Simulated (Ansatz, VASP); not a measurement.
GaN: VASP beside Ansatz

```
CELL_PARAMETERS angstrom
0.00000 2.25350 2.25350
2.25350 0.00000 2.25350
2.25350 2.25350 0.00000
ATOMIC_POSITIONS crystal
Ga 0.00000 0.00000 0.00000
N 0.75000 0.75000 0.78530
```

Change from the starting cell: all N atoms moved +0.113 Å, as atom 2 along Cartesian [1 1 0].

Alike in both runs: task single point; functional PBE; k mesh 10 × 10 × 10; occupations gaussian, width 0.05 eV; no spin polarisation.

|  | VASP | Ansatz |
| --- | --- | --- |
| version | VASP 6.6.1 | Ansatz 0.2.0 |
| potentials or method | VASP PAW PBE potentials, release 64 (Ga_d, N) | scalar-relativistic, plane waves, PAW |
| plane-wave cutoff (eV) | 520 | 420 |
| valence electrons in the cell | 18 | 18 |

|  | VASP | Ansatz | Ansatz less VASP |
| --- | --- | --- | --- |
| gap on the k mesh at the Fermi level (eV) | 1.54 | 1.54 | -0.005 |
| least direct gap on the mesh (eV) | 1.54 | 1.54 | -0.005 |
| pressure (GPa) | 6.3 | 6.3 | 0.00 |
| largest component of the traceless stress (GPa) | 4.87 | 4.99 | +0.121 |
| rms of the force components (eV/Å) | 0.836 | 0.849 | +0.0134 |

Atom by atom the forces differ by 0.013 eV/Å (rms over components). The functional is the same, so the differences come from potentials, cutoffs and numerics.

Caveats: forces of over 1 eV/Å show positions far from the minimum, so gaps and moduli don't describe the material at rest.
